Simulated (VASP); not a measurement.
Runs of VASP 6.6.1 on HfS2. The cell holds a sheet with vacuum, 3 atoms: a = 3.564 Å, b = 3.564 Å, c = 18.880 Å, α = 90.00°, β = 90.00°, γ = 120.00°. The cell was built by a generator and needn't be a form met in nature.

```tsv
task	level	spin	cell	k mesh	cutoff (eV)	grid for exact exchange (PRECFOCK)	dipole correction	screening parameter	exchange at q = 0	gap on the mesh (eV)	largest force (eV/Å)
work function	HSE06	off	P-3m1, 69.24 Å³/atom	6 × 6 × 1	520	Fast	yes	0.2 1/A	-	1.90	(a)
relaxation of cell and atoms	PBEsol+D3(BJ)	off	relaxed	12 × 12 × 1	600	-	no	-	-	1.02	-
work function	PBEsol	non-collinear, zero start, SOC	P-3m1, 69.24 Å³/atom	12 × 12 × 1	520	-	yes	-	-	-	0.03
work function	PBE0	off	P-3m1, 69.24 Å³/atom	6 × 6 × 1	520	Fast	yes	-	default	2.58	0.07
work function	PBEsol	off	P-3m1, 69.24 Å³/atom	12 × 12 × 1	520	-	yes	-	-	1.02	0.03
```

Alike in all rows: potentials or basis VASP PAW PBE potentials, release 64 (S, Hf_pv); smearing gaussian 0.03 eV.

Problem. Estimate the missing entries.

Solution. (a) 0.06.

Caveats: the PAW data sets were made with another functional, which shifts forces and pressure a little; spin-orbit coupling is left out, which moves the levels of the heavy elements (some runs).

A k mesh can miss the band edges, and rows without SOC leave out spin-orbit coupling on Hf.
